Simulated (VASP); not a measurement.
The system is C.

```xyz
2
Lattice="2.1273 -1.2283 0.0000 2.1273 1.2283 0.0000 -1.3791 0.0000 3.5028" Properties=species:S:1:pos:R:3 pbc="T T T"
C    -0.6699    0.0000    3.5025
C     3.5455    0.0000    0.0003
```

This is a stacking variant of graphite.

* Program: VASP 6.6.1
* Task: relaxation of cell and atoms
* Functional: PBE
* Potentials or basis: VASP PAW PBE potentials, release 64 (C)
* Cutoff: 900 eV
* k mesh: 13 × 13 × 8
* Occupations: fermi-dirac, width 0.05 eV
* Spin: no spin polarisation

At the start: pressure 3.9 GPa; volume 9.15 Å³/atom.

How do energy, volume and symmetry change on relaxing?

Over 39 steps the energy falls by 8.3 meV/atom and the volume is 10.67 Å³/atom (+16.6 %); space group R-3m (No. 166, to 0.05 Å).

The path:
| step | energy change (eV) | largest force (eV/Å) | pressure (GPa) | volume (Å³) |
| --- | --- | --- | --- | --- |
| 1 | 0.0000 | 0.0046 | 3.94 | 18.31 |
| 2 | 0.0079 | 0.0080 | -6.31 | 18.91 |
| 3 | -0.0027 | 0.0021 | 0.36 | 18.50 |
| 4 | -0.0040 | 0.0040 | 0.32 | 18.61 |
| 5 | -0.0074 | 0.0208 | 0.22 | 18.92 |
| 6 | -0.0121 | 0.0552 | 0.12 | 19.54 |
| 7 | -0.0159 | 0.1258 | -0.03 | 20.78 |
| 8 | -0.0098 | 0.7944 | 0.53 | 21.02 |
| 9 | -0.0162 | 0.0606 | 0.04 | 20.82 |
| 10 | -0.0161 | 0.0830 | 0.19 | 20.88 |
| 11 | -0.0163 | 0.0070 | 0.10 | 20.85 |
| 12 | -0.0163 | 0.0513 | -0.04 | 20.87 |
| 13 | -0.0163 | 0.0181 | 0.04 | 20.86 |
| 14 | -0.0163 | 0.0095 | 0.00 | 20.88 |
| 15 | -0.0163 | 0.0107 | 0.00 | 20.88 |
| 16 | -0.0163 | 0.0129 | 0.01 | 20.89 |
| 17 | -0.0163 | 0.0180 | 0.06 | 20.91 |
| 18 | -0.0163 | 0.0296 | 0.17 | 20.95 |
| 19 | -0.0164 | 0.0218 | 0.17 | 20.96 |
| 20 | -0.0164 | 0.0178 | 0.13 | 20.99 |
| 21 | -0.0164 | 0.0678 | -0.01 | 21.06 |
| 22 | -0.0164 | 0.0461 | 0.03 | 21.03 |
| 23 | -0.0164 | 0.0330 | 0.07 | 21.01 |
| 24 | -0.0164 | 0.0212 | 0.03 | 21.03 |
| 25 | -0.0164 | 0.0151 | -0.16 | 21.10 |
| 26 | -0.0164 | 0.0029 | -0.10 | 21.08 |
| 27 | -0.0164 | 0.0102 | -0.07 | 21.10 |
| 28 | -0.0165 | 0.0361 | 0.01 | 21.17 |
| 29 | -0.0165 | 0.0234 | 0.04 | 21.20 |
| 30 | -0.0165 | 0.0216 | 0.06 | 21.21 |
| 31 | -0.0165 | 0.0275 | 0.10 | 21.23 |
| 32 | -0.0165 | 0.0564 | 0.13 | 21.27 |
| 33 | -0.0165 | 0.0304 | 0.09 | 21.23 |
| 34 | -0.0165 | 0.0245 | 0.08 | 21.27 |
| 35 | -0.0165 | 0.0157 | 0.02 | 21.36 |
| 36 | -0.0165 | 0.0164 | 0.05 | 21.32 |
| 37 | -0.0165 | 0.0133 | 0.00 | 21.33 |
| 38 | -0.0165 | 0.0102 | 0.01 | 21.33 |
| 39 | -0.0165 | 0.0020 | 0.00 | 21.34 |

Final structure:
```yaml
crystal:
  lattice:
    - [2.13630, -1.23333, -0.00425]
    - [2.13630, 1.23333, -0.00425]
    - [-1.39179, 0.00000, 4.05164]
  atoms:
    - { symbol: C, position: [0.16666, 0.16666, 0.00000] }
    - { symbol: C, position: [0.83334, 0.83334, 0.00000] }
```

Caveat: the volume moved by over 15 % at a fixed basis, so the end points are rough; this functional lacks dispersion, which binds the layers, so the pressure and a relaxed spacing across them are unreliable, and here the layers came unbound.
